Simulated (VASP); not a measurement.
The system is TiSe2.

```
Ti Se
1.0
     3.48353    0.00000    0.00000
    -1.74177    3.01683    0.00000
     0.00000    0.00000    5.85705
Ti Se
1 2
Direct
  0.00000 0.00000 0.00000
  0.33333 0.66667 0.26520
  0.66667 0.33333 0.73480
```

Base run:

* Program: VASP 6.6.1
* Functional: PBE
* Potentials or basis: VASP PAW PBE potentials, release 64 (Ti_sv, Se)
* Cutoff: 520 eV
* k mesh: 12 × 12 × 6
* Occupations: methfessel-paxton, width 0.1 eV
* Spin: no spin polarisation

Its results: pressure 3.6 GPa; largest force 0.011 eV/Å.

Problem. The run is repeated on the same cell with these changes: functional from PBE to LDA; potentials or basis from VASP PAW PBE potentials, release 64 (Ti_sv, Se) to VASP PAW LDA potentials, release 64 (Ti_sv, Se). What comes out?

Solution. Pressure -3.0 GPa; largest force 0.310 eV/Å.
